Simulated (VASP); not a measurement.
Crystal: MgO2.

```
CELL_PARAMETERS angstrom
4.82861 0.00000 0.00000
0.00000 4.82861 0.00000
0.00000 0.00000 4.82861
ATOMIC_POSITIONS crystal
Mg 0.00000 0.00000 0.00000
Mg 0.50000 0.00000 0.50000
Mg 0.50000 0.50000 0.00000
Mg 0.00000 0.50000 0.50000
O 0.58942 0.91058 0.08942
O 0.91058 0.08942 0.58942
O 0.08942 0.58942 0.91058
O 0.41058 0.41058 0.41058
O 0.58942 0.58942 0.58942
O 0.91058 0.41058 0.08942
O 0.08942 0.91058 0.41058
O 0.41058 0.08942 0.91058
```

The cell is a database's computed one.

Base run:

| Item | Value |
| --- | --- |
| Program | VASP 6.6.1 |
| Functional | TPSS |
| Potentials or basis | VASP PAW PBE potentials, release 64 (Mg, O) |
| Cutoff | 520 eV |
| k mesh | 6 × 6 × 6 |
| Occupations | fermi-dirac, width 0.05 eV |
| Spin | no spin polarisation |

Its results: band gap on the k mesh 4.23 eV, indirect (least direct gap 4.36 eV); pressure 3.9 GPa; largest force 0.458 eV/Å.

**Question.** The run is repeated on the same cell with these changes: functional from TPSS to rSCAN. What comes out?

**Answer.** Band gap on the k mesh 4.56 eV, indirect (least direct gap 4.69 eV); pressure -1.3 GPa; largest force 0.035 eV/Å.

Caveats: the PAW data sets were made with another functional, which shifts forces and pressure a little.
